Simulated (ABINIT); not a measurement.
**NaI (Fm-3m): G0W0 with and without spin-orbit coupling**

Aim: spinor G0W0 for NaI (Fm-3m) beside the scalar-relativistic result.

Calculated with ABINIT 10.8.3; PBE and many-body steps on it, plane waves.

Most raw output is cut from this account.

### 1. The structure

It takes space group Fm-3m (No. 225, cubic). Conventional cell: a = 6.473 Å, b = 6.473 Å, c = 6.473 Å, α = 90.00°, β = 90.00°, γ = 90.00°. Nearest to Na lie 6 I at 3.24 Å. Nearest to I lie 6 Na at 3.24 Å. Farther neighbours and most contacts between anions are not listed.

The cell and positions come from the Crystallography Open Database and are kept as given unless a step says otherwise. Spin-orbit coupling is left out unless a step names it.

### 2. Empty states on the mesh, 4×4×4 mesh, 58 bands

This step: ABINIT 10.8.3; DFT, PBE, plane waves, norm-conserving pseudopotentials.

The sums over transitions need many empty states on a uniform mesh; this step solves for them.

Input file run.abi:

```
acell 3*1.0 Angstrom
rprim 
  0.000000000000 3.236400000000 3.236400000000
  3.236400000000 -0.000000000000 3.236400000000
  3.236400000000 3.236400000000 -0.000000000000
ntypat 2
znucl 11 53
natom 2
typat 1 2
xred 
  0.000000000000 0.000000000000 0.000000000000
  0.500000000000 0.500000000000 0.500000000000
pp_dirpath "pseudos"
pseudos "Na.upf, I.upf"
ecut 38
ngkpt 4 4 4
nshiftk 1
shiftk 0 0 0
kptopt 1
chksymbreak 0
iscf -2
irdden 1
istwfk *1
nband 58
nbdbuf 4
tolwfr 1e-09
nstep 60
prtvol 0
indata_prefix "in"
outdata_prefix "out"
tmpdata_prefix "tmp"
```

Started as:

```console
$ OMP_NUM_THREADS=1 mpirun -n 4 abinit run.abi > log
```

It took 16 s on 4 MPI ranks of Arm Neoverse V1, shared host; peak memory 0.31 GiB; 64 s of CPU time.

This step gave:

* gap: 3.639 eV
* k of the valence top: 0, 0, 0
* k of the conduction bottom: 0, 0, 0
* least direct gap: 3.639 eV
* k points computed: 8
* lowest point of the top converged band, above the valence top: 38.78 eV

On this mesh the gap is 3.639 eV.

The density comes from a self-consistent run that is not shown.

### 3. Screening, 4×4×4 mesh, 54 bands, screening to 98 eV

The RPA dielectric matrix is built and inverted for each q.

This step: RPA screening on PBE, plane waves, norm-conserving pseudopotentials.

run.abi: that of step 2 with these lines changed.

```diff
@@ -20,10 +20,11 @@
 chksymbreak 0
-iscf -2
-irdden 1
 istwfk *1
-nband 58
-nbdbuf 4
-tolwfr 1e-09
-nstep 60
-prtvol 0
+occopt 1
+irdwfk 1
+optdriver 3
+nband 54
+ecuteps 3.6
+inclvkb 0
+awtr 1
+symchi 1
 indata_prefix "in"
```

Wall time 9.7 s (4 MPI ranks); peak memory 0.71 GiB; 39 s of CPU time.

Numbers from this step:

- ε∞ with local fields, on this mesh, along the program's q direction: 2.916
- the same without local fields: 3.477
- plasma frequency: 18.04 eV
- plane waves in the screening matrix: 169

Local fields lower ε∞ by 16 %.

### 4. Scalar-relativistic

The self-energy is evaluated for the states that the input lists, and the levels follow from it, in one-shot runs by the linearised quasiparticle equation.

This step: G0W0 on PBE, plane waves, norm-conserving pseudopotentials.

run.abi: that of step 3 with these lines changed.

```diff
@@ -23,8 +23,15 @@
 irdwfk 1
-optdriver 3
+optdriver 4
 nband 54
+gwcalctyp 0
+ecutsigx 38
+symsigma 1
+nkptgw 1
+kptgw 
+  0.0000000000 0.0000000000 0.0000000000
+bdgw 
+  6 12
 ecuteps 3.6
-inclvkb 0
-awtr 1
-symchi 1
+irdscr 1
+ppmodel 1
 indata_prefix "in"
```

Wall time 4.1 s (4 MPI ranks); peak memory 0.68 GiB.

This step gave:

| Item | Value |
| --- | --- |
| G0W0 gap on the points computed | 5.455 eV |
| starting gap on the mesh | 3.639 eV |
| k of the valence top | 0, 0, 0 |
| k of the conduction bottom | 0, 0, 0 |
| Z at the valence top | 0.804 |
| Z at the conduction bottom | 0.84 |
| least direct G0W0 gap on the computed points | 5.455 eV |

The gap on the mesh goes from 3.64 eV to 5.46 eV, a correction of +1.82 eV.

### 5. Empty states on the mesh, 4×4×4 mesh, 118 bands

This step: DFT, PBE with spin-orbit coupling, plane waves, norm-conserving pseudopotentials.

run.abi: that of step 4 with these lines changed.

```diff
@@ -15,2 +15,3 @@
 ecut 38
+nspinor 2
 ngkpt 4 4 4
@@ -20,18 +21,10 @@
 chksymbreak 0
+iscf -2
+irdden 1
 istwfk *1
-occopt 1
-irdwfk 1
-optdriver 4
-nband 54
-gwcalctyp 0
-ecutsigx 38
-symsigma 1
-nkptgw 1
-kptgw 
-  0.0000000000 0.0000000000 0.0000000000
-bdgw 
-  6 12
-ecuteps 3.6
-irdscr 1
-ppmodel 1
+nband 118
+nbdbuf 10
+tolwfr 1e-09
+nstep 60
+prtvol 0
 indata_prefix "in"
```

Elapsed: 92 s, on 4 MPI ranks; peak memory 0.49 GiB; 6.1 min of CPU time.

Numbers from this step:

```
gap                                                           : 3.299 eV
k of the valence top                                          : 0, 0, 0
k of the conduction bottom                                    : 0, 0, 0
least direct gap                                              : 3.299 eV
k points computed                                             : 8
lowest point of the top converged band, above the valence top : 38.43 eV
```

On this mesh the gap is 3.299 eV.

The density comes from a self-consistent run that is not shown, made with spin-orbit coupling and fully relativistic files.

### 6. Screening, 4×4×4 mesh, 108 bands, screening to 98 eV

This step: RPA screening on PBE with spin-orbit coupling, plane waves, norm-conserving pseudopotentials.

run.abi: that of step 5 with these lines changed.

```diff
@@ -21,10 +21,11 @@
 chksymbreak 0
-iscf -2
-irdden 1
 istwfk *1
-nband 118
-nbdbuf 10
-tolwfr 1e-09
-nstep 60
-prtvol 0
+occopt 1
+irdwfk 1
+optdriver 3
+nband 108
+ecuteps 3.6
+inclvkb 0
+awtr 1
+symchi 1
 indata_prefix "in"
```

Run time: 80 s. Hardware: 4 MPI ranks; peak memory 1.8 GiB; 5.3 min of CPU time.

Numbers from this step:

```yaml
eps_infinity_with_local_fields_on_this_mesh_along_the_program_s_q_direction: 2.951
the_same_without_local_fields: 3.513
plasma_frequency: 18.04 eV
plane_waves_in_the_screening_matrix: 169
```

### 7. With spin-orbit coupling

This step: G0W0 on PBE with spin-orbit coupling, plane waves, norm-conserving pseudopotentials.

run.abi: that of step 6 with these lines changed.

```diff
@@ -24,8 +24,15 @@
 irdwfk 1
-optdriver 3
+optdriver 4
 nband 108
+gwcalctyp 0
+ecutsigx 38
+symsigma 0
+nkptgw 1
+kptgw 
+  0.0000000000 0.0000000000 0.0000000000
+bdgw 
+  13 22
 ecuteps 3.6
-inclvkb 0
-awtr 1
-symchi 1
+irdscr 1
+ppmodel 1
 indata_prefix "in"
```

Elapsed: 77 s, on 4 MPI ranks; peak memory 1.6 GiB.

Numbers from this step:

```yaml
g0w0_gap_on_the_points_computed: 5.103 eV
starting_gap_on_the_mesh: 3.299 eV
k_of_the_valence_top: 0, 0, 0
k_of_the_conduction_bottom: 0, 0, 0
z_at_the_valence_top: 0.806
z_at_the_conduction_bottom: 0.84
least_direct_g0w0_gap_on_the_computed_points: 5.103 eV
```

Against G0W0 in ABINIT (4×4×4 mesh, 54 bands, screening to 98 eV, Godby-Needs plasmon pole), the gap moves by −0.352 eV.

### 8. Side by side

Times are wall times on 4 MPI ranks of Arm Neoverse V1, shared host, good to a factor of about two. A run's time includes the screening step that it read.

```
                     run   mesh  bands  screening cutoff (eV)  DFT gap (eV)  gap on the mesh (eV)  direct (eV)  ε∞ used     time
     scalar-relativistic  4×4×4     54                     98         3.639                 5.455        5.455     2.92     14 s
with spin-orbit coupling  4×4×4    108                     98         3.299                 5.103        5.103     2.95  2.6 min
```

### 9. Outcome

| Property | Result |
| --- | --- |
| scalar-relativistic | 5.455 eV |
| with spin-orbit coupling | 5.103 eV |
| known limits | not at the basis limit; screening head approximate; no spin-orbit coupling in some runs |

With spin-orbit coupling: −0.352 eV against scalar-relativistic, −0.340 eV of it in the start. Bands and cutoff are finite, so the gap is not at the basis limit. The miss can reach some tenths of an eV and take either sign; the mesh is an error of its own. In the G0W0 runs levels were corrected at 1 k point alone, so a gap called «on the mesh» is the least over those, and an edge elsewhere would be missed. The long-wavelength limit of the screening leaves out the non-local commutator, which shifts ε∞.

[Paths, hosts, dates, memory and timing lines, banners, echoed tables and standing remarks are left out of the program output.]

[Logs are printed without paths, hosts, clocks, repeated set-up lines and the standing remarks that a program may print on its own settings, such as how far it seeks lower states.]

[Runs of the session that timed out or met a known fault of the program may be left out.]

[Hosts, paths, dates, database ids (printed as entryN), source tags and the programs' standing remarks are cut or masked in the printed files.]

[G0W0 gaps are taken among the corrected bands and points alone; a level outside them can change the order at an edge.]

[Where Ansatz stands beside ABINIT at settings called matched, ABINIT's density can come from a denser mesh and the files from another edition; pairs whose starting gaps differed by over 0.03 eV were left out, so agreement reads better than it is.]
